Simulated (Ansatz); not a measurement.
# Pb: the cost of one run

Computed with Ansatz 0.2.0 (DFT PBE+D3(BJ), scalar-relativistic, plane waves, PAW, unless a step's input says otherwise).

The COD entry's cell or inner coordinates are ideal or old and differ from later refinements, so a difference from it is no clean test against experiment.

**1. The starting structure**

The structure is cubic, space group Fm-3m (No. 225). Conventional cell: a = 4.960 Å, b = 4.960 Å, c = 4.960 Å, α = 90.00°, β = 90.00°, γ = 90.00°. Pb (site symmetry m-3m) is surrounded by 12 Pb at 3.51 Å.

Coordinates:

```
CELL_PARAMETERS angstrom
0.00000 2.47989 2.47989
2.47989 0.00000 2.47989
2.47989 2.47989 0.00000
ATOMIC_POSITIONS crystal
Pb 0.00000 0.00000 0.00000
```

It is the result of an earlier relaxation at this level (volume 30.50 Å³/atom; gap on the mesh: none (metal)).

**2. The slab**

Planes are indexed in the bulk's conventional cell (Fm-3m (No. 225)), a = 4.960 Å, b = 4.960 Å, c = 4.960 Å, α = 90.00°, β = 90.00°, γ = 90.00°.

A (111) slab, 5.7 Å thick as cut, with 16 Å of vacuum, in a 2×2 surface cell; its outer planes are Pb (top) and Pb (bottom).

The slab as cut. Its planes from the bottom up:

| plane | atoms per cell | height over the lowest (Å) |
| --- | --- | --- |
| 1 | Pb4 | 0.00 |
| 2 | Pb4 | 2.86 |
| 3 | Pb4 | 5.73 |

**3. Relaxing the clean slab**

input.yaml

```yaml
crystal:
  lattice:
    - [7.0141808633, 0.0, 0.0]
    - [-3.5070904316, 6.0744588143, 0.0]
    - [0.0, 0.0, 21.7270546929]
  atoms:
    - { symbol: Pb, position: [0.3333333333, 0.1666666667, 0.3682045318] }
    - { symbol: Pb, position: [0.3333333333, 0.6666666667, 0.3682045318] }
    - { symbol: Pb, position: [0.8333333333, 0.1666666667, 0.3682045318] }
    - { symbol: Pb, position: [0.8333333333, 0.6666666667, 0.3682045318] }
    - { symbol: Pb, position: [0.6666666667, 0.3333333333, 0.5] }
    - { symbol: Pb, position: [0.6666666667, 0.8333333333, 0.5] }
    - { symbol: Pb, position: [0.1666666667, 0.3333333333, 0.5] }
    - { symbol: Pb, position: [0.1666666667, 0.8333333333, 0.5] }
    - { symbol: Pb, position: [0.0, 0.5, 0.6317954682] }
    - { symbol: Pb, position: [0.0, 0.0, 0.6317954682] }
    - { symbol: Pb, position: [0.5, 0.5, 0.6317954682] }
    - { symbol: Pb, position: [0.5, 0.0, 0.6317954682] }
basis:
  ecutwfc: 420
kpoints:
  mp_grid: { grid: [3, 3, 1] }
hamiltonian:
  xc: pbe
  dispersion: d3bj
scf:
  occupations: { method: gaussian, width: 0.1 }
output:
  forces: true
  eigenvalues: true
  write_density: true
  write_potential: true
  elf: true
  volumetric_format: npy
relax:
  adjacent_minimum: "off"
  f_tol: 0.03
  max_steps: 70
  constraints: [{ sites: [0, 1, 2, 3] }]
efield:
  axis: 3
  dipole_correction: true
  ramp_width: 0.04
```

Run with:

```
> ansatz run input.yaml --threads 4 --pin off --max-ram 12288MiB --backend cpu --events-out ev --progress --plain --runs-dir out
```

Q: Estimate wall time and peak memory on 4 threads of Arm Neoverse V1, shared host.

About 17 s, with a peak of 1.5 GiB.
